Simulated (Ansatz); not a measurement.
Bulk crystal (Si$_{2}$Mo) after relaxation:

```
CELL_PARAMETERS angstrom
-1.60842 1.60842 3.93651
1.60842 -1.60842 3.93651
1.60842 1.60842 -3.93651
ATOMIC_POSITIONS crystal
Si 0.33510 0.33510 0.00000
Si 0.66490 0.66490 0.00000
Mo 0.00000 0.00000 0.00000
```

Miller indices refer to the conventional cell of I4/mmm (No. 139), a = 3.217 Å, b = 3.217 Å, c = 7.873 Å, α = 90.00°, β = 90.00°, γ = 90.00°.

Consider the (101) slab of 11 planes, 9.9 Å thick with 15 Å of vacuum as cut; outer planes Si (top) and Si (bottom), all atoms relaxed.

These are results of Ansatz 0.2.0, DFT PBE, scalar-relativistic, plane waves, PAW, not measurements. Plane waves to 420 eV, a k mesh through Γ of 11×8×1 on the computed 11-atom cell and Gaussian smearing (0.10 eV); no spin polarisation. The cell repeats along c with a dipole correction in the vacuum.

The slab isn't stoichiometric (Si8Mo3), so its surface energy depends on the chemical potentials; it is given with the excess atoms taken from the element's standard state, a limit at which the compound may itself be unstable, so the figure can be too low. The work function read from the bulk's Fermi level differs by 0.43 eV, so the slab's middle doesn't match the bulk reference (too thin, or relaxed to another structure or magnetic state).

(1) Predict the surface energy with the excess atoms taken from the elements.

(2) Give the work function.

(3) The top two planes lie 0.982 Å apart in the bulk. How does relaxation change this?

## Answers

(1) 2.37 J/m².

(2) 5.29 eV.

(3) The spacing becomes 0.969 Å (-1.3 %).